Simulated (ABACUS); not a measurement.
Crystal: Tm.

```xyz
1
Lattice="0.0000 2.4680 2.4680 2.4680 0.0000 2.4680 2.4680 2.4680 0.0000" Properties=species:S:1:pos:R:3 pbc="T T T"
Tm    0.0000    0.0000    0.0000
```

This isn't the form of Tm at room conditions, which is hcp.

```yaml
Program: ABACUS 3.10.1
Task: single point
Functional: PBE
Potentials_or_basis: PseudoDojo NC SR 0.4.1 PBE standard, lanthanides 3+ (f in core)
Cutoff: 680 eV
Density_cutoff: 2721 eV
Basis: plane waves
k_mesh: 9 × 9 × 9
Occupations: fermi-dirac, width 0.05 eV
Spin: collinear spin, ferromagnetic start
Starting_moments: "[1.0] μB"
```

On this cell: net moment 0.00 μB per cell; band gap on the k mesh none (metal or under the smearing width).

The same run follows on a disturbed copy (cell strained at random at fixed volume):

```
Tm
1.0
    -0.04736    2.45086    2.43246
     2.46620   -0.06932    2.45443
     2.42664    2.43327   -0.02976
Tm
1
Cartesian
  0.0064 -0.0106 -0.0107
```

**Question.** What changes?

**Answer.** The energy (extrapolated to zero smearing) moves by +5.8 meV/atom; net moment 0.00 μB per cell; band gap on the k mesh none (metal or under the smearing width).

Caveats: the magnetic or orbital state may not be the lowest; all typed moments are zero, and the program then starts from 1 μB on every atom; spin-orbit coupling is left out, which moves the levels of the heavy elements; the 4f electrons are frozen in the core as for a trivalent ion, so they carry no moment and show no levels.
